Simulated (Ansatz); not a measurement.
## Pt: the change of pressure with volume per atom

Equation of state of a cubic crystal from periodic Kohn-Sham density functional theory without spin; pressure corrected for the finite basis. The results are calculated, by Ansatz 0.2.0 development build.

Cell of the first row (space group Pm-3m, No. 221):
```
cell vectors (Å)
   2.5721     0.0000     0.0000
   0.0000     2.5721     0.0000
   0.0000     0.0000     2.5721
atoms (fractions of the cell vectors)
Pt  0.00000  0.00000  0.00000
```

Settings of every row: formula Pt; structure type simple cubic; functional PBE; spin treatment none; k mesh 41x41x41; occupation method fermi-dirac; occupation width 0.061225619 eV; wave cutoff 420 eV; datasets soft-1 PAW; density cutoff ratio 4.

Limits: a cubic model structure, not a phase known at ambient conditions; no spin-orbit coupling, which can matter with elements this heavy.

| row | volume per atom (Å³) | pressure (GPa) | energy above lowest point (meV/atom) |
| --- | --- | --- | --- |
| 1 | 17.016 | 13.198 | 40.92 |
| 2 | 17.378 | 8.127 | 16.95 |
| 3 | 17.741 | 3.661 | 3.74 |
| 4 | 18.102 | ? | ? |
| 5 | 18.465 | -3.722 | 4.59 |
| 6 | 18.827 | -6.752 | 16.5 |
| 7 | 19.189 | -9.409 | 34.82 |

Question: what pressure should row 4 give?

Worked fit of pressure. Take u = (V_r/V)^(2/3) − 1 with V_r = 18.103 Å³ an atom, which is twice the finite (Eulerian) strain; such expansions in the strain, on which the Birch-Murnaghan equation of state is built, carry the rest volume and the bulk modulus. The shown rows have u = 0.04215, 0.02762, 0.01356, -0.01311, -0.0258, -0.0381. Least squares give pressure = −0.2695 + 276.06 × u + 987.82 × u² + 1011 × u³ GPa; a parabola predicts inner rows, each left out in turn, worse (root mean square 0.022 against 0.0048 GPa). The rows lie off it by 0.001, -0.003, 0.003, -0.001, 0.000, 0.000. The pressure vanishes at u = 0.0010, or V = 18.08 Å³ an atom, and there the bulk modulus at fixed shape and fractions is B = −V dP/dV = (2/3)(1 + u) dP/du = 186 GPa. The withheld row has u = 4e-05, so the fit gives −0.2695 + 276.06 × (4e-05) + 987.82 × (4e-05)² + 1011 × (4e-05)³ = -0.258 GPa.

The calculation gave -0.269 GPa. The fit lies 0.011 GPa (4.1 % of the value, 0.049 % of the column's range) above it; its largest miss of a shown row is 0.003 GPa.

The other values of row 4: energy above lowest point 0 meV/atom.
